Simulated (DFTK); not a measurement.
Runs of DFTK 0.8.2 on Fe. The structure is cubic, space group Im-3m (No. 229). Conventional cell: a = 2.886 Å, b = 2.886 Å, c = 2.886 Å, α = 90.00°, β = 90.00°, γ = 90.00°. Around Fe (site symmetry m-3m) lie 8 Fe at 2.50 Å. 

```csv
task,level,potentials or basis,k mesh,cutoff (eV),valence electrons,SCF solver,mesh quality,gap on the mesh (eV),pressure (GPa),moment (μB)
single point,PBEsol,dojo.nc.sr.pbesol.v0_4_1.standard.upf (PBEsol),13 × 13 × 13,1225,Fe 16,-,not flagged,none,-15.6,2.38
single point,LDA,SG15 1.2 (PBE),12 × 12 × 12,1225,Fe 16,-,not flagged,none,-26.8,(c)
single point,PBEsol,SG15 1.2 (PBE),12 × 12 × 12,1225,Fe 16,-,not flagged,none,-17.2,2.32
band structure,LDA,"cp2k.nc.sr.lda.v0_1.largecore.gth (LDA, GTH, large core)",10 × 10 × 10,2367,Fe 8,-,not flagged,none,11.4,3.22
single point,r2SCAN,SG15 1.2 (PBE),12 × 12 × 12,1225,Fe 16,-,not flagged,none,(d),2.81
band structure,r2SCAN,SG15 1.2 (PBE),8 × 8 × 8,1225,Fe 16,-,coarse,none,(b),(a)
band structure,BJ06,SG15 1.2 (PBE),8 × 8 × 8,1225,Fe 16,ScfAndersonSolver,coarse,none,-,2.55
```

Alike in all rows: spin collinear, ferromagnetic start; cell as given; smearing fermi-dirac 0.05 eV.

Task: Fill in the values left out.

Result: (a) 2.79; (b) 0.1; (c) 2.29; (d) 0.9.

Caveats: some runs use coarse meshes; the potentials were made for another functional, which shifts forces and pressure (some runs); so large a pressure means that the cell lies far from this level's equilibrium, or that cutoff or potentials fall short (some runs); GTH potentials come without recommended cutoffs, and this one wasn't checked for convergence (some runs); this set keeps more shells in the core, which shifts pressures and gaps (some runs); the program leaves the constant c of mgga_x_tb09 at 1, so the potential is Becke-Johnson's (BJ06) and not Tran and Blaha's, with levels but no total energy (some runs).

A gap of «none» marks a metal or a gap under the smearing width.

Runs at the PBE level aren't shown here.
